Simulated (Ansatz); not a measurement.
# PtSe2 (Sudovikovite) (P-3m1) in Ansatz: notebook

The runs below take PtSe2 (Sudovikovite) through single point, equation of state, with LDA.

Program: Ansatz 0.2.0. These are calculated values, not measurements. Logs are shortened: lines on timing, memory, paths and dates and some standing lists are left out, and cuts for length are marked.

## (1) The crystal as given

Symmetry: P-3m1, No. 164, trigonal system. The conventional cell has a = 3.724 Å, b = 3.724 Å, c = 5.062 Å, α = 90.00°, β = 90.00°, γ = 120.00°. Pt (site symmetry -3m) has 6 Se at 2.49 Å as nearest neighbours. Se (site symmetry 3m) is surrounded by 3 Pt at 2.49 Å.

## (2) Single point, LDA, 19.05 Å³/atom (volume scaled by 0.94)

Contents of input.yaml:

```yaml
crystal:
  lattice:
    - [3.6479786689, 0.0, 0.0]
    - [-1.8239893344, 3.1592421997, 0.0]
    - [0.0, 0.0, 4.9586648823]
  atoms:
    - { symbol: Pt, position: [0.0, 0.0, 0.0] }
    - { symbol: Se, position: [0.6666666667, 0.3333333333, 0.75] }
    - { symbol: Se, position: [0.3333333333, 0.6666666667, 0.25] }
kpoints:
  mp_grid: { grid: [8, 8, 5] }
scf:
  occupations: { method: fermi_dirac, width: 0.05 }
hamiltonian:
  xc: lda
  pseudopotentials: { kind: all_electron, lapw: { basis_error: 0.002 } }
output:
  forces: true
  stress: true
  eigenvalues: true
```

Potentials or basis: all-electron LAPW, scalar-relativistic.

Run with:

```
$ ansatz run input.yaml --threads 2 --pin off --max-ram 8192MiB --backend cpu --events-out ev --progress --plain --runs-dir out
```

Log:

```text
Warning: RAYON_NUM_THREADS=2 ignored (pool sized by the plan → 2); use --threads N
LAPW: plane waves up to 8.998 Å⁻¹, error target 2.0e-3 eV per atom; small_component_spin mean_spin; Se in spheres of 1.173 Å, 24 of its electrons in bands, Dirac shells []; Pt in spheres of 1.270 Å, 42 of its electrons in bands, Dirac shells [] (how accurate: hamiltonian.pseudopotentials.lapw.basis_error, Limitations)
Engine: ansatz 0.2.0, x86_64-unknown-linux-gnu
Pseudopotentials: kind: all_electron
Pseudopotential: Pt, LAPW, valence charge 42, lapw/all_electron/scalar/gaussian/Pt, Koelling and Harmon's equation, gaussian nucleus
Pseudopotential: Se, LAPW, valence charge 24, lapw/all_electron/scalar/gaussian/Se, Koelling and Harmon's equation, gaussian nucleus
Functional definition: SPW92
  exchange = slater_x
  correlation = pw_c
Crystal: 3 atoms, lattice volume = 57.148 Å³
Basis set: ecut = 308.4495638686752 eV, 687 PW (Γ), exchange–correlation at level 2
Bands: 54, of which v1, the nominal top of the filled ones, is band 45 counted from 1 (44 counted from 0)
Symmetry: 12 space group operations
Space group: P-3m1 (ITA 164), of the structure as read, at distance tolerance 3.9e-5 Å
k-points: 40 of 320
Non-local potential: Pt, projectors of the file, none
Non-local potential: Se, projectors of the file, none
Initial density: superposition of atomic densities (chi_scale 0.1, normalization cell, long waves kept (reshape's long-wave potential 0.02 eV rms))
Initial wavefunctions: plane waves of lowest kinetic energy (no species holds an atomic orbital)
Functional: x = slater, c = lda
iter 1 solved again at ethr=1.55e-3 eV; its pass at ethr=1.00e-1 eV (dr2=1.40e0 eV) is discarded
SCF iter   1: F=—  HF=-632761.354189 eV  |F-HF|=—  |Δ(HF+E_count)|=         —  Δρ=4.32e-2  dr2=1.40e0  ethr=1.55e-3  ⟨swp⟩=2.0  Hψ=13361  notcnv=0
preconditioner: auto → Resta (q_TF=auto, 2.943 Å⁻¹)  ε∞=4.2  [insulator: Δε(μ)=0.493 eV  Ē_g=12.965 eV  σ=0.050 eV  W_gap=0.97  n_scr=22 (ndim 8)  ℏωp=23.0 eV  f_vac=0.119  D(μ)=0.01/eV (n_scr^D=0)  ε∞_Penn≈4.2]
SCF iter   2: F=—  HF=-632760.997385 eV  |F-HF|=—  |Δ(HF+E_count)|=   3.57e-1  Δρ=2.65e-2  dr2=9.07e-1  ethr=1.55e-3  ⟨swp⟩=3.0  Hψ=6761  notcnv=0
preconditioner: auto → LDOS  [metal: Δε(μ)=0.060 eV  Ē_g=13.411 eV  σ=0.050 eV  W_gap=0.29  n_scr=22 (ndim 8)  ℏωp=23.0 eV  f_vac=0.131  D(μ)=0.90/eV (n_scr^D=2)  β→1.0]
iter 3 solved again at ethr=1.47e-5 eV; its pass at ethr=1.01e-3 eV (dr2=1.32e-2 eV) is discarded
SCF iter   3: F=—  HF=-632760.567132 eV  |F-HF|=—  |Δ(HF+E_count)|=   4.30e-1  Δρ=5.94e-3  dr2=1.32e-2  ethr=1.47e-5  ⟨swp⟩=2.0  Hψ=10960  notcnv=0
SCF iter   4: F=—  HF=-632760.564566 eV  |F-HF|=—  |Δ(HF+E_count)|=         —  Δρ=8.09e-4  dr2=6.26e-4  ethr=1.46e-5  ⟨swp⟩=2.0  Hψ=6292  notcnv=0
the basis was enlarged: its passes take 399.0 KiB over the memory plan, 2 of 2 planned eigensolver slots
SCF iter   5: F=—  HF=-632760.561340 eV  |F-HF|=—  |Δ(HF+E_count)|=   3.23e-3  Δρ=2.78e-4  dr2=2.75e-5  ethr=6.96e-7  ⟨swp⟩=2.0  Hψ=6294  notcnv=0
SCF iter   6: F=—  HF=-632760.561335 eV  |F-HF|=—  |Δ(HF+E_count)|=   4.99e-6  Δρ=1.13e-4  dr2=1.12e-5  ethr=3.06e-8  ⟨swp⟩=2.7  Hψ=6328  notcnv=0
SCF iter   7: F=—  HF=-632760.561329 eV  |F-HF|=—  |Δ(HF+E_count)|=   5.81e-6  Δρ=2.45e-5  dr2=3.93e-7  ethr=1.24e-8  ⟨swp⟩=2.1  Hψ=6295  notcnv=0
SCF iter   8: F=-632760.561329 eV  HF=-632760.561329 eV  |F-HF|=1.66e-8  |Δ(HF+E_count)|=   1.88e-7  Δρ=7.14e-6  dr2=1.71e-8  ethr=4.37e-10  ⟨swp⟩=2.0  Hψ=6292  notcnv=0
SCF 1 converged in 8 iterations: F = -632760.561329 eV  dr2 = 1.71e-8
SCF converged after 8 iterations
Free energy (F): -632760.561329 eV
Harris-Foulkes:  -632760.561329 eV  (|F-HF|=1.66e-8)
Internal energy: -632760.555327 eV  (E = F + TS)
E sigma→0 (E₀):  -632760.558328 eV
Entropy (-TS):   -0.006002 eV (-2.001 meV/atom)
Fermi energy:    16.292757 eV
--- Per-component energies (eV) ---
  E_band       = -6785.272654
  E_kinetic    = 703591.763967
  E_xc         = -14033.616048
  E_electrostatic = -1322318.703246  (all electrons and nuclei)
  E_smearing   = -0.006002  (= −TS)
  E_closure    = 0.000000  (closes the sum)
  E_atoms      = -632743.538348  (free atoms, spherical and without spin; not in F)
  Σ components = -632760.561329   (vs F -632760.561329, Δ=0.00e0)
  Basis errors (estimates in eV, not in F): energy 7.9e-4 per atom: plane waves 7.2e-4 (4.2e-4 summed), levels above the bands 4.0e-89, relativity 8.9e-9, radial functions 6.4e-5, core shells 1.5e-6; eigenvalues (radial functions only) 2.9e-6; not estimated: angular momenta, meshes, grids; target (lapw.basis_error) 2.0e-3; muffin-tin radii Se 1.173 Å, Pt 1.270 Å
--- Forces (eV/Å), atoms counted from 1 ---
  atom   1  Pt     0.00000000     0.00000000     0.00000000
  atom   2  Se    -0.00000000     0.00000000    -1.04783549
  atom   3  Se     0.00000000    -0.00000000     1.04783549
  max |Σ_I F_I| component: 1.16e-18 eV/Å
--- Stress (GPa, compression-positive) ---
       10.610557      -0.000000       0.000000
       -0.000000      10.610557       0.000000
        0.000000       0.000000       6.071270
  P = ⅓ Tr σ = 9.0975 GPa (90.975 kbar)
--- Band table (eV; the first three rows and the last of 40) ---
  k-point 0: bands = ["-288.0486", "-288.0486", "-287.9427", "-287.9427", "-287.9359", "-191.7309", "-191.7309", "-131.7746", "-131.7746", "-131.7746", "-131.7746", "-131.7542", "-131.7542", "-83.6588", "-52.2542", "-52.2446", "-52.2446", "-52.1983", "-52.1787", "-52.1787", "-52.1071", "-37.8370", "-37.8370", "-37.7448", "-32.5370", "-32.5370", "-32.5330", "-32.5330", "-32.5221", "-32.5221", "-32.5157", "-32.5157", "-32.5114", "-32.5110", "-0.0963", "3.1021", "8.4669", "9.2125", "9.2125", "11.8482", "11.8482", "13.4763", "15.1114", "15.1114", "16.6616", "17.8042", "17.8042", "19.6237", "20.7117", "23.4916", "23.4916", "28.2324", "28.7642", "28.7642"]
  k-point 1: bands = ["-288.0486", "-288.0486", "-287.9427", "-287.9427", "-287.9359", "-191.7309", "-191.7309", "-131.7746", "-131.7746", "-131.7746", "-131.7746", "-131.7542", "-131.7542", "-83.6588", "-52.2542", "-52.2446", "-52.2446", "-52.1983", "-52.1787", "-52.1787", "-52.1071", "-37.8370", "-37.8370", "-37.7448", "-32.5368", "-32.5368", "-32.5331", "-32.5331", "-32.5217", "-32.5217", "-32.5162", "-32.5162", "-32.5115", "-32.5109", "0.0611", "2.6921", "9.0547", "9.2311", "9.2311", "11.8348", "11.8348", "13.4235", "14.9309", "14.9309", "15.8144", "18.1279", "18.1279", "19.9343", "21.5921", "23.3784", "23.3784", "26.9516", "27.2274", "27.2274"]
  k-point 2: bands = ["-288.0486", "-288.0486", "-287.9427", "-287.9427", "-287.9359", "-191.7309", "-191.7309", "-131.7746", "-131.7746", "-131.7746", "-131.7746", "-131.7542", "-131.7542", "-83.6588", "-52.2542", "-52.2446", "-52.2446", "-52.1983", "-52.1787", "-52.1787", "-52.1071", "-37.8370", "-37.8370", "-37.7449", "-32.5364", "-32.5364", "-32.5332", "-32.5332", "-32.5209", "-32.5209", "-32.5172", "-32.5172", "-32.5116", "-32.5108", "0.4262", "1.9878", "9.2617", "9.2617", "10.1596", "11.8151", "11.8151", "13.1346", "14.6794", "14.6794", "14.7111", "18.6694", "18.6694", "20.7346", "22.6993", "23.0668", "23.0668", "25.3370", "26.1990", "26.3109"]
  k-point 39: bands = ["-288.0486", "-288.0486", "-287.9427", "-287.9427", "-287.9359", "-191.7309", "-191.7309", "-131.7746", "-131.7746", "-131.7746", "-131.7746", "-131.7542", "-131.7542", "-83.6585", "-52.2542", "-52.2446", "-52.2445", "-52.1983", "-52.1787", "-52.1787", "-52.1071", "-37.8482", "-37.8448", "-37.7440", "-32.5361", "-32.5356", "-32.5346", "-32.5335", "-32.5209", "-32.5189", "-32.5185", "-32.5180", "-32.5106", "-32.5106", "2.0889", "2.2519", "8.7523", "9.2913", "9.9414", "11.0202", "11.4328", "12.1248", "12.2925", "13.4805", "13.7695", "17.8115", "18.3920", "22.2749", "23.1105", "24.0264", "24.4252", "25.8242", "26.6167", "27.2525"]
```

Run time: 14 s. Hardware: 2 threads of Intel Xeon Platinum 8375C at 2.90GHz (Ice Lake), shared host; peak memory 0.54 GiB.

Results:

| Property | Result |
| --- | --- |
| Free energy | -632760.5613 eV |
| Pressure | 9.1 GPa |
| Largest force | 1.048 eV/Å |
| Band gap on the k mesh | none (metal or under the smearing width) |

Caveat: forces of over 1 eV/Å show positions far from the minimum, so gaps and moduli don't describe the material at rest.

## (3) Single point, LDA, 19.45 Å³/atom (volume scaled by 0.96)

input.yaml: that of step 2 with these lines changed.

```diff
@@ -2,5 +2,5 @@
   lattice:
-    - [3.6479786689, 0.0, 0.0]
-    - [-1.8239893344, 3.1592421997, 0.0]
-    - [0.0, 0.0, 4.9586648823]
+    - [3.6736695059, 0.0, 0.0]
+    - [-1.836834753, 3.1814911172, 0.0]
+    - [0.0, 0.0, 4.9935862081]
   atoms:
```

Potentials or basis: all-electron LAPW, scalar-relativistic.

Run with:

```
$ ansatz run input.yaml --threads 2 --pin off --max-ram 8192MiB --backend cpu --events-out ev --progress --plain --runs-dir out
```

It took 12 s on 2 threads of Intel Xeon Platinum 8375C at 2.90GHz (Ice Lake), shared host; peak memory 0.53 GiB.

Results (log left out):

```
Free energy            : -632760.6166 eV
Pressure               : 5.5 GPa
Largest force          : 0.739 eV/Å
Band gap on the k mesh : none (metal or under the smearing width)
```

## (4) Single point, LDA, 19.86 Å³/atom (volume scaled by 0.98)

input.yaml: that of step 3 with these lines changed.

```diff
@@ -2,5 +2,5 @@
   lattice:
-    - [3.6736695059, 0.0, 0.0]
-    - [-1.836834753, 3.1814911172, 0.0]
-    - [0.0, 0.0, 4.9935862081]
+    - [3.6990059583, 0.0, 0.0]
+    - [-1.8495029792, 3.2034331287, 0.0]
+    - [0.0, 0.0, 5.028025822]
   atoms:
```

Run with:

```
$ ansatz run input.yaml --threads 2 --pin off --max-ram 8192MiB --backend cpu --events-out ev --progress --plain --runs-dir out
```

Wall time 14 s (2 threads of Intel Xeon Platinum 8375C at 2.90GHz (Ice Lake), shared host); peak memory 0.53 GiB.

Results (log left out):

```yaml
Free_energy: -632760.6463 eV
Pressure: 2.4 GPa
Largest_force: 0.455 eV/Å
Band_gap_on_the_k_mesh: none (metal or under the smearing width)
```

## (5) Single point, LDA, 20.27 Å³/atom

input.yaml: that of step 4 with these lines changed.

```diff
@@ -2,5 +2,5 @@
   lattice:
-    - [3.6990059583, 0.0, 0.0]
-    - [-1.8495029792, 3.2034331287, 0.0]
-    - [0.0, 0.0, 5.028025822]
+    - [3.724, 0.0, 0.0]
+    - [-1.862, 3.2250786037, 0.0]
+    - [0.0, 0.0, 5.062]
   atoms:
```

Run with:

```
$ ansatz run input.yaml --threads 2 --pin off --max-ram 8192MiB --backend cpu --events-out ev --progress --plain --runs-dir out
```

It took 12 s on 2 threads of Intel Xeon Platinum 8375C at 2.90GHz (Ice Lake), shared host; peak memory 0.51 GiB.

Results (log left out):

- Free energy: -632760.6533 eV
- Pressure: -0.4 GPa
- Largest force: 0.196 eV/Å
- Band gap on the k mesh: none (metal or under the smearing width)

## (6) Single point, LDA, 20.67 Å³/atom (volume scaled by 1.02)

input.yaml: that of step 5 with these lines changed.

```diff
@@ -2,5 +2,5 @@
   lattice:
-    - [3.724, 0.0, 0.0]
-    - [-1.862, 3.2250786037, 0.0]
-    - [0.0, 0.0, 5.062]
+    - [3.7486629704, 0.0, 0.0]
+    - [-1.8743314852, 3.2464373626, 0.0]
+    - [0.0, 0.0, 5.0955241558]
   atoms:
```

Potentials or basis: all-electron LAPW, scalar-relativistic.

Run with:

```
$ ansatz run input.yaml --threads 2 --pin off --max-ram 8192MiB --backend cpu --events-out ev --progress --plain --runs-dir out
```

Run time: 14 s. Hardware: 2 threads of Intel Xeon Platinum 8375C at 2.90GHz (Ice Lake), shared host; peak memory 0.52 GiB.

The run converged. Its results:

```yaml
Free_energy: -632760.6401 eV
Pressure: -3.0 GPa
Largest_force: 0.042 eV/Å
Band_gap_on_the_k_mesh: none (metal or under the smearing width)
```

## (7) Single point, LDA, 21.08 Å³/atom (volume scaled by 1.04)

input.yaml: that of step 6 with these lines changed.

```diff
@@ -2,5 +2,5 @@
   lattice:
-    - [3.7486629704, 0.0, 0.0]
-    - [-1.8743314852, 3.2464373626, 0.0]
-    - [0.0, 0.0, 5.0955241558]
+    - [3.7730056198, 0.0, 0.0]
+    - [-1.8865028099, 3.2675187154, 0.0]
+    - [0.0, 0.0, 5.1286129021]
   atoms:
```

Run with:

```
$ ansatz run input.yaml --threads 2 --pin off --max-ram 8192MiB --backend cpu --events-out ev --progress --plain --runs-dir out
```

It took 12 s on 2 threads of Intel Xeon Platinum 8375C at 2.90GHz (Ice Lake), shared host; peak memory 0.52 GiB.

The run converged. Its results:

```yaml
Free_energy: -632760.6090 eV
Pressure: -5.2 GPa
Largest_force: 0.260 eV/Å
Band_gap_on_the_k_mesh: none (metal or under the smearing width)
```

## (8) Single point, LDA, 21.48 Å³/atom (volume scaled by 1.06)

input.yaml: that of step 7 with these lines changed.

```diff
@@ -2,5 +2,5 @@
   lattice:
-    - [3.7730056198, 0.0, 0.0]
-    - [-1.8865028099, 3.2675187154, 0.0]
-    - [0.0, 0.0, 5.1286129021]
+    - [3.7970381507, 0.0, 0.0]
+    - [-1.8985190754, 3.2883314977, 0.0]
+    - [0.0, 0.0, 5.1612801071]
   atoms:
```

Run with:

```
$ ansatz run input.yaml --threads 2 --pin off --max-ram 8192MiB --backend cpu --events-out ev --progress --plain --runs-dir out
```

Wall time 13 s (2 threads of Intel Xeon Platinum 8375C at 2.90GHz (Ice Lake), shared host); peak memory 0.49 GiB.

The run converged. Its results:

- Free energy: -632760.5619 eV
- Pressure: -7.2 GPa
- Largest force: 0.460 eV/Å
- Band gap on the k mesh: none (metal or under the smearing width)

## (9) Equation of state, LDA

Potentials or basis: all-electron LAPW, scalar-relativistic.

No new run: the results of the series are fitted here.

Results:

```
Equilibrium volume                        : 20.20 Å³/atom
Bulk modulus at fixed shape and positions : 135 GPa
Pressure derivative of the bulk modulus   : 4.9
```

Energy against volume, from the lowest point:
| volume (Å³/atom) | energy (meV/atom) |
| --- | --- |
| 19.049 | 30.64 |
| 19.455 | 12.22 |
| 19.860 | 2.33 |
| 20.265 | 0.00 |
| 20.671 | 4.39 |
| 21.076 | 14.77 |
| 21.481 | 30.45 |

Caveat: the cell was scaled at fixed shape and fractional positions, which overstates the stiffness of a crystal with free parameters, most of all of layers and chains.
